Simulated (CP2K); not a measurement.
Here is a CP2K 2026.2 calculation.

The input alni3_scf.inp:

```
&GLOBAL
  PROJECT alni3_scf
  RUN_TYPE ENERGY_FORCE
  PRINT_LEVEL LOW
&END GLOBAL
&FORCE_EVAL
  METHOD QS
  STRESS_TENSOR ANALYTICAL
  &DFT
    BASIS_SET_FILE_NAME BASIS_MOLOPT
    BASIS_SET_FILE_NAME BASIS_MOLOPT_UZH
    POTENTIAL_FILE_NAME GTH_POTENTIALS
    &MGRID
      CUTOFF 600
      REL_CUTOFF 60
      NGRIDS 5
    &END MGRID
    &QS
      METHOD GPW
      EPS_DEFAULT 1.0E-9
    &END QS
    &KPOINTS
      SCHEME MONKHORST-PACK 6 6 6
      GAMMA_CENTERED T
      SYMMETRY T
      SYMMETRY_BACKEND SPGLIB
    &END KPOINTS
    &SCF
      SCF_GUESS ATOMIC
      EPS_SCF 1.0E-6
      MAX_SCF 100
      ADDED_MOS 23
      CHOLESKY OFF
      EPS_EIGVAL 1.0E-7
      &DIAGONALIZATION ON
        ALGORITHM STANDARD
      &END DIAGONALIZATION
      &MIXING ON
        METHOD BROYDEN_MIXING
        ALPHA 0.4
        BETA 1.5
        NBUFFER 8
      &END MIXING
      &SMEAR ON
        METHOD FERMI_DIRAC
        ELECTRONIC_TEMPERATURE [K] 580.226
      &END SMEAR
    &END SCF
    &XC
      &XC_FUNCTIONAL PBE
      &END XC_FUNCTIONAL
    &END XC
    &PRINT
      &KPOINTS ON
      &END KPOINTS
      &MULLIKEN ON
      &END MULLIKEN
      &MO ON
        ENERGIES T
        OCCUPATION_NUMBERS T
        &EACH
          QS_SCF 0
        &END EACH
        ADD_LAST NUMERIC
      &END MO
    &END PRINT
  &END DFT
  &SUBSYS
    &CELL
      ABC 3.5230547267 3.5230547267 3.5230547267
      ALPHA_BETA_GAMMA 90.0000000000 90.0000000000 90.0000000000
      PERIODIC XYZ
    &END CELL
    &COORD
      SCALED
      Ni  0.5000000000 0.5000000000 0.0000000000
      Ni  0.5000000000 0.0000000000 0.5000000000
      Ni  0.0000000000 0.5000000000 0.5000000000
      Al  0.0000000000 0.0000000000 0.0000000000
    &END COORD
    &KIND Ni
      BASIS_SET DZVP-MOLOPT-SR-GTH-q18
      POTENTIAL GTH-PBE-q18
    &END KIND
    &KIND Al
      BASIS_SET DZVP-MOLOPT-PBE-GTH-q3
      POTENTIAL GTH-PBE-q3
      POTENTIAL_FILE_NAME POTENTIAL_UZH
    &END KIND
    &PRINT
      &ATOMIC_COORDINATES ON
      &END ATOMIC_COORDINATES
      &CELL ON
      &END CELL
    &END PRINT
  &END SUBSYS
  &PRINT
    &FORCES ON
    &END FORCES
    &STRESS_TENSOR ON
    &END STRESS_TENSOR
  &END PRINT
&END FORCE_EVAL
```

Potentials or basis: GTH_POTENTIALS Ni GTH-PBE-q18; POTENTIAL_UZH Al GTH-PBE-q3; DZVP-MOLOPT-SR-GTH, DZVP-MOLOPT-PBE-GTH basis.

Command:

```bash
$ OMP_NUM_THREADS=1 cp2k.psmp -i alni3_scf.inp -o alni3_scf.out
```

(1) What does it give for the pressure?

(2) What does it give for the band gap on the k mesh?

Results:

(1) 8.1 GPa.

(2) none (metal or under the smearing width).

Caveat: the basis of atomic orbitals isn't converged, which shifts pressures, moduli and gaps.
